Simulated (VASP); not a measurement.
A run of VASP 6.6.1 is set up as follows.

The input INCAR:

```
SYSTEM = AlN
PREC = Accurate
ENCUT = 600
EDIFF = 1E-8
ISMEAR = 0
SIGMA = 0.02
LREAL = .FALSE.
LASPH = .TRUE.
NELM = 60
ALGO = Normal
ISIF = 2
LWAVE = .FALSE.
LCHARG = .FALSE.
LEPSILON = .TRUE.
IBRION = 8
NSW = 1
```

Contents of KPOINTS:

```
Automatic mesh
0
G
  10 10 10
  0 0 0
```

The input POSCAR:

```
AlN
1.0
    0.0000000000      2.0219600000      2.0219600000
    2.0219600000      0.0000000000      2.0219600000
    2.0219600000      2.0219600000      0.0000000000
Al N
1 1
Direct
    0.5000000000      0.5000000000      0.5000000000
    0.0000000000      0.0000000000      0.0000000000
```

Potentials or basis: VASP PAW LDA potentials, release 64 (Al, N).

Launch:

```bash
$ cat potpaw_LDA.64/Al/POTCAR potpaw_LDA.64/N/POTCAR > POTCAR
$ mpirun -np 1 vasp_std > vasp.out
```

Predict the electronic dielectric tensor (diagonal).

5.11.

Estimate the Born charges (mean of the diagonal).

Al +2.96; N -2.96 e.

Estimate the highest phonon frequency at Γ, LO-TO splitting left out.

454 cm⁻¹.

Born effective charge tensors (e):
atom 1, Al
```
2.96 0.00 0.00
0.00 2.96 0.00
0.00 0.00 2.96
```
atom 2, N
```
-2.96  0.00  0.00
 0.00 -2.96  0.00
 0.00  0.00 -2.96
```
